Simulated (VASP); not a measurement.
# LiF, energy along a vibration (SMASS = -2): which settings are enough?

LiF, Fm-3m (no. 225), atoms displaced along the mode, 2 atoms in the cell. PBE, energy along a line of displacements; PAW potentials F, Li (PBE set). VASP 6.6.1.

Wanted: harmonic frequency within 1 %.

Space group without the displacement: Fm-3m (no. 225); Mode: optical mode at Gamma along [111].

POSCAR of the starting run:
```
LiF
1.0
    0.0000000000      2.0140000000      2.0140000000
    2.0140000000      0.0000000000      2.0140000000
    2.0140000000      2.0140000000      0.0000000000
F Li
1 1
Direct
    0.4969319945      0.4969319945      0.4969319945
    0.0083987327      0.0083987327      0.0083987327

    0.0030894815   0.0030894815   0.0030894815
   -0.0084575239  -0.0084575239  -0.0084575239
```

The series start from k mesh: 7 × 7 × 7; Cutoff (eV): 520; Step along the mode (Å): 0.02; Extrapolation between steps (IWAVPR): 11. Each series keeps the choices made before it, and each single choice may use up half of a tolerance.

## k mesh

| k mesh | Harmonic frequency (THz) | Time (s) |
|---|---|---|
| 3 × 3 × 3 | 8.72 | 14 |
| 4 × 4 × 4 | 8.834 | 21 |
| 5 × 5 × 5 | 8.848 | 30 |
| 7 × 7 × 7 | 8.85 | 61 |
| 8 × 8 × 8 | 8.85 | 73 |
| 10 × 10 × 10 (reference) | 8.85 | 111 |

Chosen: 4 × 4 × 4, the loosest value from which every tighter one stays within half of the tolerance.

## Cutoff (eV)

| Cutoff (eV) | Harmonic frequency (THz) | Time (s) |
|---|---|---|
| 280 | 7.819 | 6.1 |
| 340 | 8.628 | 10 |
| 400 | 8.891 | 14 |
| 460 | 8.869 | 12 |
| 520 | 8.834 | 21 |
| 600 (reference) | 8.85 | 16 |

Chosen: 400.

## Extrapolation between steps (IWAVPR)

| Extrapolation between steps (IWAVPR) | Harmonic frequency (THz) | Time (s) |
|---|---|---|
| 11 | 8.889 | 15 |
| 12 | 8.889 | 13 |
| 0 | 8.889 | 20 |

Chosen: 11; no other choice that stays within half of the tolerance saves 30 % of the time.

Also changed on the way, by series that aren't shown: Step along the mode (Å): 0.08.

## All choices together

| Input | Harmonic frequency (THz) | Time (s) |
|---|---|---|
| defaults on a coarse mesh (naive) | 8.749 | 3.7 |
| chosen settings | 8.889 | 15 |
| reference settings throughout | 8.868 | 118 |

The tolerance is met.

## The input

INCAR:
```
SYSTEM = LiF
ALGO = Normal
EDIFF = 1E-7
ENCUT = 400
GGA = PE
IBRION = 0
ISMEAR = 0
ISYM = 0
IWAVPR = 11
KPAR = 2
LASPH = .TRUE.
LCHARG = .FALSE.
LREAL = .FALSE.
LWAVE = .FALSE.
NELMIN = 4
NSW = 9
POTIM = 1
PREC = Accurate
SIGMA = 0.03
SMASS = -2
```

KPOINTS:
```
Automatic mesh
0
Gamma
  4 4 4
  0 0 0
```

POSCAR:
```
LiF
1.0
    0.0000000000      2.0140000000      2.0140000000
    2.0140000000      0.0000000000      2.0140000000
    2.0140000000      2.0140000000      0.0000000000
F Li
1 1
Direct
    0.4877279781      0.4877279781      0.4877279781
    0.0335949309      0.0335949309      0.0335949309

    0.0123579261   0.0123579261   0.0123579261
   -0.0338300954  -0.0338300954  -0.0338300954
```

Commands:
```
cat potpaw_PBE.64/F/POTCAR potpaw_PBE.64/Li/POTCAR > POTCAR
mpirun -np 2 vasp_std > vasp.out
```

The chosen input took VASP 6.6.1 15 s on 2 cores (Intel Xeon Platinum 8375C @ 2.90GHz (Ice Lake)), a shared host.

## An input that fails: SMASS left out, so the atoms move under their forces

It runs to its end, but against the unchanged starting input it is off by 3.1 % in the harmonic frequency.

Changes against the starting input:
```
- SMASS = -2
```
